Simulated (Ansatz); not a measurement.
## TiO2 under changes of volume

One of the cells (18.074 Å³/atom); the others are scaled copies at fixed shape and fractional positions:

```
Ti O
1.0
     1.49733    0.86448    6.98154
    -1.49733    0.86448    6.98154
     0.00000   -1.72897    6.98154
Ti O
1 2
Direct
  0.00000 0.00000 0.00000
  0.37953 0.37953 0.37953
  0.62047 0.62047 0.62047
```

Measurements of this composition are mostly on another form, of space group No. 141.

| Item | Value |
| --- | --- |
| Program | Ansatz 0.2.0 |
| Functional | PBEsol |
| Potentials or basis | all-electron LAPW, scalar-relativistic |
| Cutoff | 365 eV (chosen from the basis error) |
| Basis error allowed | 0.002 eV/atom |
| k mesh | 10 × 10 × 10 |
| Occupations | fermi-dirac, width 0.05 eV |
| Spin | no spin polarisation |

```tsv
volume (Å³/atom)	energy over the lowest point (meV/atom)	pressure (GPa)	gap on the mesh (eV)	largest force (eV/Å)
16.990	5.59	4.0	2.86	0.495
17.351	0.00	1.0	2.80	0.158
17.713	1.02	-1.8	2.73	0.152
18.074	7.96	-4.3	2.67	0.439
18.436	20.21	-6.5	2.61	0.703
18.797	?	?	?	?
19.159	58.51	-10.3	2.49	1.172
```

**Question.** What does the run at 18.797 Å³/atom give?

**Answer.** Energy over the lowest point 37.23 meV/atom; pressure -8.5 GPa; gap on the mesh 2.55 eV; largest force 0.947 eV/Å.

Worked out: A Birch-Murnaghan fit of order 3 (a polynomial in V^(-2/3)) to the other rows has its minimum at 17.47 Å³/atom with B0 = V·E''(V) = 136 GPa and B' = 4.3 at fixed shape and positions, which overstates the stiffness. It gives 37.20 meV/atom at 18.797 Å³/atom, against the run's 37.23, and -dE/dV = -8.5 GPa, against -8.5. A straight line through the other rows of the gap, of slope -3.09 eV per unit of ln V, gives 2.55 eV, against the run's 2.55.

Energies are extrapolated to zero smearing.

Caveats: forces of over 1 eV/Å show positions far from the minimum, so gaps and moduli don't describe the material at rest (some runs).

A mesh can miss the band edges.
